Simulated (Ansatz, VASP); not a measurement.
**One calculation of Au, two programs**

```
Au
1.0
     0.00000    2.03500    2.03500
     2.03500    0.00000    2.03500
     2.03500    2.03500    0.00000
Au
1
Direct
  0.00000 0.00000 0.00000
```

Alike in both runs: task relaxation of cell and atoms; functional PBEsol; k mesh 18 × 18 × 18; occupations gaussian, width 0.1 eV; no spin polarisation.

|  | VASP | Ansatz |
| --- | --- | --- |
| version | VASP 6.6.1 | Ansatz 0.2.0 |
| potentials or method | VASP PAW PBE potentials, release 64 (Au) | scalar-relativistic, plane waves, PAW |
| plane-wave cutoff (eV) | 600 | 420 |
| valence electrons in the cell | 11 | 19 |

|  | VASP | Ansatz | Ansatz less VASP |
| --- | --- | --- | --- |
| gap on the k mesh at the Fermi level, each at its own relaxed structure (eV) | none | none | - |
| relaxed volume (Å³/atom) | 17.01 | 17.03 | +0.019 |
| relaxed cell length with the largest relative difference (Å) | 2.887 | 2.888 | +0.0011 |

A gap of «none» marks a metal or a gap that the smearing closes. The two sets of potentials don't hold the same shells in valence.

Caveats: the PAW data sets were made with another functional, which shifts forces and pressure a little (VASP). Zero-point motion and thermal expansion aren't in these numbers. The runs have no spin-orbit coupling, so splittings on Au are missing.
